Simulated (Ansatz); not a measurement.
Crystal: BP.

```xyz
2
Lattice="0.0000 2.2690 2.2690 2.2690 0.0000 2.2690 2.2690 2.2690 0.0000" Properties=species:S:1:pos:R:3 pbc="T T T"
P     3.4035    3.4035    3.4035
B     0.0000    0.0000    0.0000
```

Base run:

| Quantity | Value |
| --- | --- |
| Program | Ansatz 0.2.0 |
| Functional | PBE |
| Potentials or basis | Ansatz PAW |
| Cutoff | 800 eV |
| Density cutoff | 3200 eV |
| k mesh | 10 × 10 × 10 |
| Occupations | fermi-dirac, width 0.05 eV |
| Spin | no spin polarisation |

Its results: band gap on the k mesh 1.24 eV, indirect (least direct gap 3.40 eV); pressure 1.1 GPa.

Question: After a change of settings the same cell gave: band gap on the k mesh 1.13 eV, indirect (least direct gap 3.36 eV); pressure -2.0 GPa. Which change was it?
A. functional from PBE to PBEsol; cutoff from 800 eV to 420 eV; density cutoff from 3200 eV to 1680 eV
B. functional from PBE to LDA; potentials or basis from Ansatz PAW to JTH PAW LDA; cutoff from 800 eV to 870 eV; density cutoff from 3200 eV to 4350 eV
C. functional from PBE to RPBE; cutoff from 800 eV to 420 eV; density cutoff from 3200 eV to 1680 eV; k mesh from 10 × 10 × 10 to 6 × 6 × 6
D. cutoff from 800 eV to 420 eV; density cutoff from 3200 eV to 1680 eV; k mesh from 10 × 10 × 10 to 14 × 14 × 14

Answer: A.

PBEsol binds more tightly than PBE, so the same cell stands under less pressure.

Caveats: the PAW data sets come from PBE, with cores solved anew for the run's functional, which leaves a small shift of forces and pressure (some runs).

Not every run made on this cell is shown here.
